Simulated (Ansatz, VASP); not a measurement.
## Al in VASP and in Ansatz

The input INCAR:

```
SYSTEM = Al
ALGO = Normal ; EDIFF = 1E-6
EDIFFG = -0.005 ; ENCUT = 600
GGA = PE ; IBRION = 2
ISIF = 3 ; ISMEAR = -1
LASPH = .TRUE. ; LCHARG = .FALSE.
LREAL = .FALSE. ; LWAVE = .FALSE.
NELM = 60 ; NSW = 100
PREC = Accurate ; SIGMA = 0.05
```

File KPOINTS:

```
k-points
0
G
  19 19 19
  0 0 0
```

POSCAR

```
Al
1.0
   -1.5272440488      1.5272440488      1.5272440488
    1.5272440488     -1.5272440488      1.5272440488
    1.5272440488      1.5272440488     -1.5272440488
Al
1
Direct
    0.0000000000      0.0000000000      0.0000000000
```

Input for Ansatz:

```yaml
crystal:
  lattice:
    - [-1.5272440488, 1.5272440488, 1.5272440488]
    - [1.5272440488, -1.5272440488, 1.5272440488]
    - [1.5272440488, 1.5272440488, -1.5272440488]
  atoms:
    - { symbol: Al, position: [0.0, 0.0, 0.0] }
kpoints:
  mp_grid: { grid: [19, 19, 19] }
scf:
  occupations: { method: fermi_dirac, width: 0.05 }
hamiltonian:
  xc: pbe
  pseudopotentials: { kind: paw }
output:
  forces: true
  stress: true
relax:
  f_tol: 0.005
  max_steps: 80
  cell: {}
```

Alike in both runs: task relaxation of cell and atoms; functional PBE; k mesh 19 × 19 × 19; occupations fermi-dirac, width 0.05 eV; no spin polarisation.

|  | VASP | Ansatz |
| --- | --- | --- |
| version | VASP 6.6.1 | Ansatz 0.2.0 |
| potentials or method | VASP PAW PBE potentials, release 64 (Al) | PAW with Ansatz's default frozen-core files, scalar-relativistic |
| plane-wave cutoff (eV) | 600 | 420 |
| valence electrons in the cell | 3 | 3 |

Ansatz gave:

```
relaxed volume (Å³/atom)                                     : 16.94
relaxed cell length with the largest relative difference (Å) : 2.802
energy change over the relaxation (meV/atom)                 : -125
```

Problem. Which values does VASP return?

Solution. Relaxed volume (Å³/atom): 16.93; relaxed cell length with the largest relative difference (Å): 2.802; energy change over the relaxation (meV/atom): -125.

Caveats: the volume moved by over 15 % at a fixed basis, so the end points are rough (VASP).
